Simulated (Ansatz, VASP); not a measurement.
## Two plane-wave programs on Pb

```
CELL_PARAMETERS angstrom
0.00000 1.92976 1.92976
1.92976 0.00000 1.92976
1.92976 1.92976 0.00000
ATOMIC_POSITIONS crystal
Pb 0.00000 0.00000 0.00000
```

Alike in both runs: task relaxation of cell and atoms; functional r2SCAN; k mesh 8 × 8 × 8; occupations gaussian, width 0.1 eV; no spin polarisation.

```csv
,VASP,Ansatz
version,VASP 6.6.1,Ansatz 0.2.0
potentials or method,"VASP PAW PBE potentials, release 64 (Pb_d)","scalar-relativistic, plane waves, PAW"
plane-wave cutoff (eV),600,500
valence electrons in the cell,14,14
```

|  | VASP | Ansatz | Ansatz less VASP |
| --- | --- | --- | --- |
| gap on the k mesh at the Fermi level, each at its own relaxed structure (eV) | none | none | - |
| relaxed volume (Å³/atom) | 31.16 | 31.25 | +0.087 |
| relaxed cell length with the largest relative difference (Å) | 3.532 | 3.535 | +0.0033 |
| energy change over the relaxation (meV/atom) | -5663 | -5632 | +30.6 |

A gap of «none» marks a metal or a gap that the smearing closes.

Caveats: the volume moved by over 15 % at a fixed basis, so the end points are rough (VASP); the PAW data sets were made with another functional, which shifts forces and pressure a little (VASP). The runs have no spin-orbit coupling, so splittings on Pb are missing. Zero-point motion and thermal expansion aren't in these numbers.
